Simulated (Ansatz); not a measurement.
Sn (I4_1/amd), zone-centre modes

These are results of DFT PBE, scalar-relativistic, plane waves, PAW (Ansatz 0.2.0), not measurements. Cutoff 420 eV, Γ-centred 22×22×22 k-points, Gaussian smearing of 0.15 eV. No spin polarisation.

The starting cell (relaxed at this level):

```yaml
crystal:
  lattice:
    - [-2.96432, 2.96432, 1.61635]
    - [2.96432, -2.96432, 1.61635]
    - [2.96432, 2.96432, -1.61635]
  atoms:
    - { symbol: Sn, position: [0.75000, 0.25000, 0.50000] }
    - { symbol: Sn, position: [0.00000, 0.00000, 0.00000] }
```

Harmonic modes by finite displacements of 0.02 Å, without the LO–TO term.

(1) At this geometry, is the structure stable against these modes?

(2) List the wavenumbers in cm⁻¹.

Answers

(1) Yes: no mode is imaginary beyond 10 cm⁻¹, and only the three translations lie near zero.

(2) 0, 0, 0, 43, 121, 121.

Cost: 1 run of about 6.8 core-minutes, on Intel Xeon Platinum 8375C (Ice Lake) (shared hosts).